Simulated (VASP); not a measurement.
# AlAs (F-43m) in VASP: notebook, part 2 of 2

VASP 6.6.1. The steps go on from the part before.

### Step 3. Band structure, PBE

Input file INCAR:

```
PREC = Accurate ; ENCUT = 520
EDIFF = 1E-6 ; ISMEAR = 0
SIGMA = 0.03 ; LREAL = False
LASPH = True ; NELM = 80
ALGO = Fast ; ISIF = 2
LWAVE = False ; LCHARG = False
GGA = PE ; NBANDS = 11
KPAR = 8
```

Input file KPOINTS:

```
regular mesh
0
Gamma
  8 8 8
```

Input file POSCAR:

```
AlAs                                    
1.0
    0.0000000000      2.8408844734      2.8408844734
    2.8408844734      0.0000000000      2.8408844734
    2.8408844734      2.8408844734      0.0000000000
  Al              As            
     1     1
Direct
     0.0000000000000000    0.0000000000000000    0.0000000000000000
     0.2500000000000000    0.2500000000000000    0.2500000000000000
```

Input file KPOINTS_OPT:

```
explicit points
6
Reciprocal
 0.0000000000  0.0000000000  0.0000000000 1
 0.3750000000  0.3750000000  0.7500000000 1
 0.5000000000  0.5000000000  0.5000000000 1
 0.6250000000  0.2500000000  0.6250000000 1
 0.5000000000  0.2500000000  0.7500000000 1
 0.5000000000  0.0000000000  0.5000000000 1
```

Potentials or basis: VASP PAW PBE potentials, release 64 (Al, As).

On the command line:

```
$ cat potpaw_PBE.64/Al/POTCAR potpaw_PBE.64/As/POTCAR > POTCAR
$ mpirun -np 8 vasp_std > vasp.out
```

OUTCAR:

```text
PREC = Accurate
   ENCUT = 520
   EDIFF = 1E-6
   ISMEAR = 0
   LREAL = False
   LASPH = True
   NELM = 80
   ISIF = 2
   GGA = PE

 ion  position               nearest neighbor table
   1  0.000  0.000  0.000-   2 2.46   2 2.46   2 2.46   2 2.46
   2  0.250  0.250  0.250-   1 2.46   1 2.46   1 2.46   1 2.46

  LATTYP: Found a face centered cubic cell.
 ALAT       =     5.6817689468

  Lattice vectors:

 A1 = (   0.0000000000,   2.8408844734,   2.8408844734)
 A2 = (   2.8408844734,   0.0000000000,   2.8408844734)
 A3 = (   2.8408844734,   2.8408844734,   0.0000000000)

Analysis of symmetry for initial positions (statically):
=====================================================================
 Subroutine PRICEL returns:
 Original cell was already a primitive cell.

 Routine SETGRP: Setting up the symmetry group for a
 face centered cubic supercell.

 Subroutine GETGRP returns: Found 24 space group operations
 (whereof 24 operations were pure point group operations)
 out of a pool of 48 trial point group operations.

The static configuration has the point symmetry T_d .

Analysis of symmetry for dynamics (positions and initial velocities):
=====================================================================
 Subroutine PRICEL returns:
 Original cell was already a primitive cell.

 Routine SETGRP: Setting up the symmetry group for a
 face centered cubic supercell.

 Subroutine GETGRP returns: Found 24 space group operations
 (whereof 24 operations were pure point group operations)
 out of a pool of 48 trial point group operations.

The dynamic configuration has the point symmetry T_d .

 Subroutine INISYM returns: Found 24 space group operations
 (whereof 24 operations are pure point group operations),
 and found     1 'primitive' translations

----------------------------------------------------------------------------------------

[... 120 lines left out ...]
   IVDW    =     0    specifies the selected vdW correction
   LEPSILON=     F    determine dielectric tensor
   LRPA    =     F    only Hartree local field effects (RPA)
 non-spin polarized calculation
 RMM-DIIS sequential band-by-band and
 Gauss-broadening in eV      SIGMA  =   0.03
  energy-cutoff  :      520.00
  volume of cell :       45.86
 maximum number of plane-waves:      1254
 NGX is ok and might be reduce to    30
   NGX = 15   NGY = 15   NGZ = 15

 number of electron       7.9999999 magnetization

 Free energy of the ion-electron system (eV)
  ---------------------------------------------------
  ext. energy  EPLUGINS =         0.00000000
  ---------------------------------------------------
  free energy    TOTEN  =        -9.38078990 eV

  energy without entropy =       -9.38078990  energy(sigma->0) =       -9.38078990

 E-fermi :   4.0048     XC(G=0):  -8.9985

 val. band max:        3.7954558356   @ k =   0.0000   0.0000   0.0000
 cond. band min:       5.2495063120   @ k =   0.5000   0.5000   0.0000
 fundamental gap:      1.4540504764
 Fermi energy:         4.0047804136

 k-point     1 :       0.0000    0.0000    0.0000
  band No.  band energies     occupation
      1      -8.0075      2.00000
      2       3.7955      2.00000
      3       3.7955      2.00000
      4       3.7955      2.00000
      5       5.7686      0.00000
      6       8.0638      0.00000
      7       8.0638      0.00000
      8       8.0638      0.00000
      9      12.6068      0.00000
     10      12.7852      0.00000
     11      12.7852      0.00000
[... 309 lines left out ...]
 k-point    24 :      -0.3750    0.2500    0.1250
  band No.  band energies     occupation
      1      -6.3542      2.00000
      2      -1.4255      2.00000
      3       1.1330      2.00000
      4       2.2719      2.00000
      5       7.4387      0.00000
      6       8.0293      0.00000
      7      10.4319      0.00000
      8      11.3956      0.00000
      9      12.1110      0.00000
     10      14.7620      0.00000
     11      16.0344      0.00000

 [... further k-points ...]

------------------------ aborting loop because EDIFF is reached ----------------------------------------

  FORCE on cell =-STRESS in cart. coord.  units (eV):
  Direction    XX          YY          ZZ          XY          YZ          ZX
  --------------------------------------------------------------------------------------
  -------------------------------------------------------------------------------------
  Total        0.5504350      0.5504350      0.5504350      0.0000000     -0.0000000     -0.0000000
  in kB       19.2320630     19.2320630     19.2320630      0.0000000     -0.0000000     -0.0000000
  external PRESSURE =      19.2320630 kB  Pullay stress =       0.0000000 kB

 VOLUME and BASIS-vectors are now :
 -----------------------------------------------------------------------------
  energy-cutoff  :      520.00
  volume of cell :       45.86
      direct lattice vectors                 reciprocal lattice vectors
     0.000000000  2.840884473  2.840884473    -0.176001525  0.176001525  0.176001525
     2.840884473  0.000000000  2.840884473     0.176001525 -0.176001525  0.176001525
     2.840884473  2.840884473  0.000000000     0.176001525  0.176001525 -0.176001525

 POSITION                                       TOTAL-FORCE (eV/Angst)
 -----------------------------------------------------------------------------------
      0.00000      0.00000      0.00000        -0.000000     -0.000000     -0.000000
      1.42044      1.42044      1.42044         0.000000      0.000000      0.000000
 -----------------------------------------------------------------------------------
    total drift:                               -0.000000     -0.000000     -0.000000

  FREE ENERGIE OF THE ION-ELECTRON SYSTEM (eV)
  ---------------------------------------------------
  free  energy   TOTEN  =        -9.3807899007 eV

  energy  without entropy=       -9.3807899007  energy(sigma->0) =       -9.38078990
```

OSZICAR:

```text
N       E                     dE             d eps       ncg     rms          rms(c)
DAV:   1     0.144602758002E+02    0.14460E+02   -0.29011E+03   638   0.541E+02
DAV:   2    -0.846996798813E+01   -0.22930E+02   -0.21840E+02   807   0.898E+01
DAV:   3    -0.959137432102E+01   -0.11214E+01   -0.11189E+01   828   0.192E+01
DAV:   4    -0.960088975320E+01   -0.95154E-02   -0.95146E-02   732   0.209E+00
DAV:   5    -0.960105307665E+01   -0.16332E-03   -0.16332E-03   797   0.272E-01    0.319E+00
RMM:   6    -0.941239375655E+01    0.18866E+00   -0.13959E-01   640   0.159E+00    0.191E+00
RMM:   7    -0.938063003103E+01    0.31764E-01   -0.11276E-01   655   0.157E+00    0.632E-01
RMM:   8    -0.938062962313E+01    0.40790E-06   -0.81753E-03   671   0.606E-01    0.104E-01
RMM:   9    -0.938072165131E+01   -0.92028E-04   -0.10427E-03   746   0.222E-01    0.517E-02
RMM:  10    -0.938078547462E+01   -0.63823E-04   -0.23548E-04   702   0.112E-01    0.968E-03
RMM:  11    -0.938078979412E+01   -0.43195E-05   -0.34939E-05   755   0.492E-02    0.110E-02
RMM:  12    -0.938078990070E+01   -0.10658E-06   -0.66899E-06   754   0.206E-02
   1 F= -.93807899E+01 E0= -.93807899E+01  d E =-.712205E-25
       N       E                     dE             ncg
DAV:   1     0.413793479049E+03   -0.15091E+04      132
DAV:   2     0.276425948257E+03   -0.13737E+03      169
DAV:   3     0.270372868600E+03   -0.60531E+01      170
DAV:   4     0.270317580607E+03   -0.55288E-01      164
DAV:   5     0.270316710487E+03   -0.87012E-03      167
DAV:   6     0.270316686309E+03   -0.24178E-04      172
DAV:   7     0.270316685433E+03   -0.87626E-06      154
```

stdout:

```text
POSCAR found type information on POSCAR AlAs
 POSCAR found :  2 types and       2 ions
 scaLAPACK will be used
 -----------------------------------------------------------------------------
|                                                                             |
|           W    W    AA    RRRRR   N    N  II  N    N   GGGG   !!!           |
[... 14 lines left out ...]
 -----------------------------------------------------------------------------

 LDA part: xc-table for (Slater+PW92), standard interpolation
 POSCAR, INCAR and KPOINTS ok, starting setup
 FFT: planning ... GRIDC
 FFT: planning ... GRID_SOFT
 FFT: planning ... GRID
 WAVECAR not read
 entering main loop
 Start KPOINTS_OPT (optional k-point list driver)
k-point batch [1-6\6]
```

Wall time 4.8 s (8 MPI ranks of Intel Xeon Platinum 8488C (Sapphire Rapids), shared host); peak memory 0.18 GiB.

What came out:

```yaml
Free_energy: -9.3808 eV
Pressure: 1.9 GPa
Band_gap_on_the_k_mesh: 1.45 eV, indirect (least direct gap 1.97 eV)
Band_gap_along_the_path: 1.45 eV, indirect (least direct gap 1.97 eV)
```

Levels at points of the mesh, in eV from the valence-band top:
| k point | band 1 | band 2 | band 3 | band 4 | band 5 | band 6 | band 7 | band 8 | band 9 |
| --- | --- | --- | --- | --- | --- | --- | --- | --- | --- |
| (0.00, 0.00, 0.00) | -11.80 | 0.00 | 0.00 | 0.00 | 1.97 | 4.27 | 4.27 | 4.27 | 8.81 |
| (0.50, 0.00, 0.00) | -10.41 | -5.52 | -0.82 | -0.82 | 2.10 | 4.67 | 4.67 | 7.73 | 11.10 |
| (0.50, 0.50, 0.00) | -9.87 | -5.39 | -2.15 | -2.15 | 1.45 | 2.29 | 10.25 | 10.25 | 11.65 |

### Step 4. Band structure, HSE06

POSCAR is that of step 3.

Input file INCAR.step1:

```
PREC = Accurate ; ENCUT = 520
EDIFF = 1E-5 ; ISMEAR = 0
SIGMA = 0.03 ; LREAL = False
LASPH = True ; NELM = 80
ALGO = Normal ; ISIF = 2
LWAVE = True ; LCHARG = False
NBANDS = 11 ; KPAR = 8
GGA = PE
```

Input file INCAR.step2:

```
PREC = Accurate ; ENCUT = 520
EDIFF = 1E-6 ; ISMEAR = 0
SIGMA = 0.03 ; LREAL = False
LASPH = True ; NELM = 80
ALGO = Normal ; ISIF = 2
LWAVE = False ; LCHARG = False
GGA = PE ; LHFCALC = True
HFSCREEN = 0.2 ; PRECFOCK = Fast
NBANDS = 11 ; KPAR = 8
ISTART = 1
```

KPOINTS is that of step 3.

KPOINTS_OPT is that of step 3.

On the command line:

```
$ cat potpaw_PBE.64/Al/POTCAR potpaw_PBE.64/As/POTCAR > POTCAR
$ cp INCAR.step1 INCAR
$ mpirun -np 8 vasp_std > vasp.out
$ cp INCAR.step2 INCAR
$ mpirun -np 8 vasp_std > vasp.out
```

Run time: 5.3 min. Hardware: 8 MPI ranks of Intel Xeon Platinum 8488C (Sapphire Rapids), shared host; peak memory 0.36 GiB.

It converged, with:

| Quantity | Value |
| --- | --- |
| Free energy | -11.0029 eV |
| Pressure | -0.2 GPa |
| Band gap on the k mesh | 2.12 eV, indirect (least direct gap 2.85 eV) |
| Band gap along the path | 2.12 eV, indirect (least direct gap 2.84 eV) |

Levels at points of the mesh, in eV from the valence-band top:
```tsv
k point	band 1	band 2	band 3	band 4	band 5	band 6	band 7	band 8
(0.00, 0.00, 0.00)	-13.03	0.00	0.00	0.00	2.85	5.14	5.14	5.14
(0.50, 0.00, 0.00)	-11.45	-6.08	-0.89	-0.89	2.89	5.55	5.55	8.70
(0.50, 0.50, 0.00)	-10.84	-5.94	-2.36	-2.36	2.12	3.00	11.58	11.58
```

Caveat: the PAW data sets were made with another functional, which shifts forces and pressure a little.

### Step 5. Summary

| level | spin | k mesh | screening parameter | mesh quality | gap on the mesh (eV) | pressure (GPa) |
| --- | --- | --- | --- | --- | --- | --- |
| HSE06 | SOC, no magnetisation | 4 × 4 × 4 | 0.2 1/A | coarse | - | 0.1 |
| PBE | off | 8 × 8 × 8 | - | not flagged | 1.45 | 1.9 |
| HSE06 | off | 8 × 8 × 8 | 0.2 1/A | not flagged | 2.12 | -0.2 |

Alike in all rows: task band structure; potentials or basis VASP PAW PBE potentials, release 64 (Al, As); cell as given; cutoff (eV) 520; smearing gaussian 0.03 eV.

Caveats: some runs use coarse meshes; the PAW data sets were made with another functional, which shifts forces and pressure a little (some runs).

Total energies depend on the potentials used, so only differences within one code and one set of settings carry meaning.
